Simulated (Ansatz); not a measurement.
Crystal: Zn.

```
Zn
1.0
     0.00000    1.96478    1.96478
     1.96478    0.00000    1.96478
     1.96478    1.96478    0.00000
Zn
1
Direct
  0.00000 0.00000 0.00000
```

This isn't the form of Zn at room conditions, which is hcp.

Base run:

```yaml
Program: Ansatz 0.2.0
Functional: r2SCAN
Potentials_or_basis: Ansatz PAW
Cutoff: 500 eV
Density_cutoff: 2000 eV
k_mesh: 12 × 12 × 12
Occupations: fermi-dirac, width 0.05 eV
Spin: no spin polarisation
```

Its results: band gap on the k mesh none (metal or under the smearing width); pressure -4.6 GPa.

**Question.** After a change of settings the same cell gave: band gap on the k mesh none (metal or under the smearing width); pressure -8.5 GPa. Which change was it?
A. functional from r2SCAN to LDA; cutoff from 500 eV to 420 eV; density cutoff from 2000 eV to 1680 eV
B. functional from r2SCAN to BLYP; cutoff from 500 eV to 420 eV; density cutoff from 2000 eV to 1680 eV
C. density cutoff from 2000 eV to 2500 eV; occupations from fermi-dirac, width 0.05 eV to methfessel-paxton, width 0.2 eV; dispersion from none to rVV10
D. functional from r2SCAN to PBEsol; cutoff from 500 eV to 420 eV; density cutoff from 2000 eV to 1680 eV; occupations from fermi-dirac, width 0.05 eV to gaussian, width 0.1 eV

**Answer.** A.

Caveats: the PAW data sets come from PBE, with cores solved anew for the run's functional, which leaves a small shift of forces and pressure.

Not every run made on this cell is shown here.
